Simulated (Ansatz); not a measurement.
**From the elastic tensor of NbN at 7 GPa (stress–strain coefficients) to moduli and sound speeds**

The calculation used DFT PBE, scalar-relativistic, plane waves, PAW (Ansatz). Cutoff 420 eV, 16×16×16 k-points (Γ-centred), Fermi-Dirac smearing of 0.15 eV. No spin polarisation.

The structure is cubic, space group Fm-3m (No. 225). The conventional cell has a = 4.391 Å, b = 4.391 Å, c = 4.391 Å, α = 90.00°, β = 90.00°, γ = 90.00°. Around Nb (site symmetry m-3m) lie 6 N at 2.20 Å. N (site symmetry m-3m) is surrounded by 6 Nb at 2.20 Å.

In a metal, frequencies and elastic constants depend on the k mesh and the smearing, soft modes and shear constants most.

Relaxed-ion constants (GPa, on the Cartesian axes of the calculation):
```
708.8 149.0 149.0   0.0   0.0   0.0
149.0 708.8 149.0   0.0   0.0   0.0
149.0 149.0 708.8   0.0   0.0   0.0
  0.0   0.0   0.0  77.4   0.0   0.0
  0.0   0.0   0.0   0.0  77.4   0.0
  0.0   0.0   0.0   0.0   0.0  77.4
```

Density 8.387 g/cm³; 2 atoms in 21.17 Å³.

The values that follow are for a polycrystal of randomly turned grains, by Hill's mean where one number stands. In a crystal this anisotropic the Voigt and Reuss bounds lie far apart, so Hill's mean and the sound speeds and Debye temperature from it are rough.

With S = C⁻¹: B_V = (C11+C22+C33+2(C12+C13+C23))/9, G_V = (C11+C22+C33−C12−C13−C23+3(C44+C55+C66))/15, 1/B_R = S11+S22+S33+2(S12+S13+S23), 15/G_R = 4(S11+S22+S33−S12−S13−S23)+3(S44+S55+S66); Hill is their mean. Then v_l = √((B+4G/3)/ρ), v_t = √(G/ρ), v_m = [(2/v_t³+1/v_l³)/3]^(−1/3) and Θ = (ħ/k_B)·v_m·(6π²n/V)^(1/3) for n atoms in the volume V; E = 9BG/(3B+G), ν = (3B−2G)/(2(3B+G)) and A^U = 5G_V/G_R + B_V/B_R − 6.

```json
{"Bulk modulus, Voigt / Reuss / Hill": "335.6 / 335.6 / 335.6 GPa", "Shear modulus, Voigt / Reuss / Hill": "158.4 / 108.9 / 133.6 GPa", "Young's modulus": "354 GPa", "Poisson ratio": "0.324", "Pugh ratio B/G": "2.51", "Universal anisotropy index": "2.27", "Longitudinal and transverse sound speeds": "7827 and 3992 m/s", "Debye temperature from the mean sound speed": "607 K"}
```

Cost: 1 run of about 0.44 core-minutes, on AMD EPYC 9R45 (Zen 5) (shared hosts).

The crystal resists stretching along the cube axes strongly (C11 = 708.8 GPa) but yields easily to shear of the cube faces (C44 = 77.4 GPa), so Young's modulus is greatest along ⟨100⟩ and least along ⟨111⟩. This fits rocksalt bonding: Nb e_g and N 2p orbitals form strong σ bonds along the axes, which axial strain stretches directly, whereas the C44 shear mainly bends them. Compared with group 4 nitrides, NbN has one more valence electron per formula unit. It enters largely metal-centred t2g states, whose energy is lowered by this shear, which probably accounts for much of the small C44.

C12 exceeds C44 by far more than the applied pressure alone would give with central forces, pointing to a substantial metallic, many-body contribution. The B/G ratio suggests ductility, but only as an empirical indicator. The positive shear and bulk stiffnesses establish stability against small homogeneous strains at this pressure; they don't exclude phonon instabilities at finite wavevector, a known concern for stoichiometric cubic NbN.
